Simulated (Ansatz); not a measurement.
Consider CsCl in the CsCl type structure (space group Pm-3m, No. 221; a = 4.140 Å). Axes: x, y, z lie along the cube axes.

The values are results of r2SCAN in Ansatz (plane waves to 500 eV, PAW, no spin-orbit coupling), not measurements.

Strains are applied to the cell and any free atomic positions relax; under biaxial strain the out-of-plane vector relaxes too.

One change was made to it. Results:

```csv
quantity,base,after
band gap,5.91 eV,5.77 eV
energy relative to the base (free energy F),0 meV/atom,+6.5 meV/atom
"valence-band top at Γ (three highest levels, from the VBM)","0.00, 0.00, 0.00 eV","0.00, 0.00, -0.09 eV"
```

**Question.** Which of these changes matches the shifts?
(A) tensor shear ε_xy = −3.05 %
(B) tensor shear ε_xz = +2.16 %
(C) tensor shear ε_yz = −0.75 %
(D) biaxial strain +2.21 %, plane normal [001], relaxed out of plane
(E) strain tensor (xx, yy, zz, yz, xz, xy) = (+0.24, +3.12, +0.24, −0.87, −1.16, +2.58) %

**Answer.** E, strain tensor (xx, yy, zz, yz, xz, xy) = (+0.24, +3.12, +0.24, −0.87, −1.16, +2.58) %. For comparison, the energy relative to the base in the other runs: tensor shear ε_xy = −3.05 % gives +3.7 meV/atom; biaxial strain +2.21 %, plane normal [001], relaxed out of plane gives +4.3 meV/atom; tensor shear ε_xz = +2.16 % gives +1.9 meV/atom; tensor shear ε_yz = −0.75 % gives +0.2 meV/atom.

Whether these cells are dynamically stable was not tested.

Ansatz is an electronic-structure program.
